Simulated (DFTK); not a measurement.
The system is Ag.

```
Ag
1.0
     0.00000    2.04275    2.04275
     2.04275    0.00000    2.04275
     2.04275    2.04275    0.00000
Ag
1
Direct
  0.00000 0.00000 0.00000
```

| Item | Value |
| --- | --- |
| Program | DFTK 0.8.2 |
| Task | relaxation of cell and atoms |
| Functional | BLYP |
| Potentials or basis | SG15 1.2 (PBE) |
| Cutoff | 1415 eV |
| k mesh | 8 × 8 × 8 |
| Occupations | fermi-dirac, width 0.05 eV |
| Spin | no spin polarisation |

At the start: pressure 12.3 GPa; volume 17.05 Å³/atom.

How do energy, volume and symmetry change on relaxing?

Over 5 steps the energy falls by 78.0 meV/atom and the volume is 19.36 Å³/atom (+13.6 %); space group Fm-3m (No. 225, to 0.05 Å).

Step by step:
| step | energy change (eV) | largest force (eV/Å) | pressure (GPa) | volume (Å³) |
| --- | --- | --- | --- | --- |
| 1 | 0.0000 | 0.0000 | 12.31 | 17.05 |
| 2 | -0.0529 | 0.0000 | 6.27 | 17.98 |
| 3 | -0.0769 | 0.0000 | 1.18 | 19.05 |
| 4 | -0.0780 | 0.0000 | 0.17 | 19.32 |
| 5 | -0.0780 | 0.0026 | 0.01 | 19.36 |

Final structure:
```
Ag
1.0
     0.00000    2.13135    2.13135
     2.13135    0.00000    2.13135
     2.13135    2.13135    0.00000
Ag
1
Cartesian
  0.0000 0.0000 0.0000
```

Caveat: the potentials were made for another functional, which shifts forces and pressure.
